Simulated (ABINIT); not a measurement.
Runs of ABINIT 10.8.3 (patched build) on CdSe. The structure is cubic, space group F-43m (No. 216). Conventional cell: a = 6.141 Å, b = 6.141 Å, c = 6.141 Å, α = 90.00°, β = 90.00°, γ = 90.00°. Cd (site symmetry -43m) has 4 Se at 2.66 Å as nearest neighbours. Se (site symmetry -43m) has 4 Cd at 2.66 Å as nearest neighbours. Measurements of this composition are mostly on another form, of space group No. 186.

```tsv
task	level	potentials or basis	k mesh	cutoff (eV)	smearing	fine-grid cutoff	most SCF steps	mesh quality	gap on the mesh (eV)	V0 of scaled cells (Å³/atom)	B0 (GPa)
single point	LDA	JTH PAW LDA v2.0	6 × 6 × 6	463	fermi-dirac 0.05 eV	925.187 eV	-	not flagged	0.26	-	-
single point	r2SCAN	JTH PAW PBE v2.0	5 × 5 × 5	544	fermi-dirac 0.05 eV	1088.46 eV	-	not flagged	(c)	-	-
single point	PBEsol	JTH PAW PBE v2.0	6 × 6 × 6	463	fermi-dirac 0.05 eV	925.187 eV	-	not flagged	0.41	-	-
band structure	HCTH407	JTH PAW PBE v2.0	8 × 8 × 8	463	fermi-dirac 0.05 eV	925.187 eV	-	not flagged	0.92	-	-
single point	LDA	JTH PAW LDA v2.0	5 × 5 × 5	463	fermi-dirac 0.05 eV	925.187 eV	-	not flagged	0.26	-	-
single point	PBE	JTH PAW PBE v2.0	10 × 10 × 10	463	fermi-dirac 0.05 eV	925.187 eV	-	not flagged	(b)	-	-
single point	PBEsol	JTH PAW PBE v2.0	10 × 10 × 10	463	fermi-dirac 0.05 eV	925.187 eV	-	not flagged	0.42	-	-
single point	HSE06	SPMS NC PBE v1.0	3 × 3 × 3	1034	fixed	-	60	coarse	1.42	-	-
equation of state	PBE+D3(BJ)	JTH PAW PBE v2.0	8 × 8 × 8	463	fermi-dirac 0.05 eV	925.187 eV	-	not flagged	-	28.56	50
equation of state	PBEsol	JTH PAW PBE v2.0	8 × 8 × 8	599	fermi-dirac 0.05 eV	1197.3 eV	-	not flagged	-	28.17	(a)
equation of state	PBE+D3	JTH PAW PBE v2.0	8 × 8 × 8	463	fermi-dirac 0.05 eV	925.187 eV	-	not flagged	-	(d)	50
single point	r2SCAN	JTH PAW PBE v2.0	6 × 6 × 6	544	fermi-dirac 0.05 eV	1088.46 eV	-	not flagged	1.01	-	-
```

Alike in all rows: no spin polarisation; cell as given.

**Question.** Fill in the values left out.

**Answer.** (a) 52; (b) 0.54; (c) 1.00; (d) 28.54.

Caveats: some runs use coarse meshes; the PAW data sets were made with another functional, which shifts forces and pressure a little (some runs); an odd mesh through Γ misses points on the zone boundary, where band edges often lie (some runs); pressures at fixed basis lie under the slope of the energies (some runs); exact exchange is summed on a coarse mesh, which widens gaps by tenths of an eV (some runs); Libxc's HSE differs a little from that of other programs (some runs); the potentials were made for another functional, which shifts forces and pressure (some runs).

A k mesh can miss the band edges, and the runs leave out spin-orbit coupling on Cd, Se.

Not every run made on this cell is shown here.
